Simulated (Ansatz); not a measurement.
# PbS: the cost of one run

Computed with Ansatz 0.2.0 (plane waves, PAW, unless a step's input says otherwise).

3 further runs of the same task are left out: 3 that didn't finish.

## Step 1: Starting point

Symmetry: Pm-3m, No. 221, cubic system. Conventional cell: a = 3.635 Å, b = 3.635 Å, c = 3.635 Å, α = 90.00°, β = 90.00°, γ = 90.00°. Around Pb (site symmetry m-3m) lie 8 S at 3.15 Å. Around S (site symmetry m-3m) lie 8 Pb at 3.15 Å.

Structure file:

```
CELL_PARAMETERS angstrom
3.63513 0.00000 0.00000
0.00000 3.63513 0.00000
0.00000 0.00000 3.63513
ATOMIC_POSITIONS crystal
Pb 0.00000 0.00000 0.00000
S 0.50000 0.50000 0.50000
```

Cell and atoms come from an earlier r2SCAN relaxation. No run includes spin-orbit coupling, which matters for Pb.

## Step 2: PBE, anion s p, 4×4×4

Input file input.yaml:

```yaml
crystal:
  lattice:
    - [3.6351320118, 0.0, 0.0]
    - [0.0, 3.6351320118, 0.0]
    - [0.0, 0.0, 3.6351320118]
  atoms:
    - { symbol: Pb, position: [0.0, 0.0, 0.0] }
    - { symbol: S, position: [0.5, 0.5, 0.5] }
kpoints:
  mp_grid: { grid: [6, 6, 6] }
  band_path:
    path:
      - [[0.0, 0.0, 0.0], [-8.45880936476e-51, 0.5, 8.830169661635e-36], [0.5, 0.5, 1.059620359396e-34], [0.0, 0.0, 0.0], [0.5, 0.5, 0.5], [-8.45880936476e-51, 0.5, 8.830169661635e-36]]
      - [[0.5, 0.5, 0.5], [0.5, 0.5, 1.059620359396e-34]]
    npoints: 10
hamiltonian:
  xc: pbe
scf:
  occupations: { method: fermi_dirac, width: 0.02 }
  n_extra_bands: 6
output:
  forces: false
  stress: false
  eigenvalues: true
  wannier:
    kmesh: [4, 4, 4]
    projections: [{ species: S, l: s, shell: 3 }, { species: S, l: p, shell: 3 }]
    minimise: true
    write_hr: true
    conv_tol: 1.0e-08
    max_iter: 3000
  write_density: true
  write_potential: true
  elf: true
  volumetric_format: npy
```

The run is started by

```sh
> ansatz run input.yaml --threads 4 --pin off --max-ram 3686MiB --backend cpu --events-out ev --progress --plain --runs-dir out
```

**Question.** How long does this run take on 4 threads of Arm Neoverse V1, shared host, and how much memory does it need?

About 1.1 s, with a peak of 0.29 GiB.
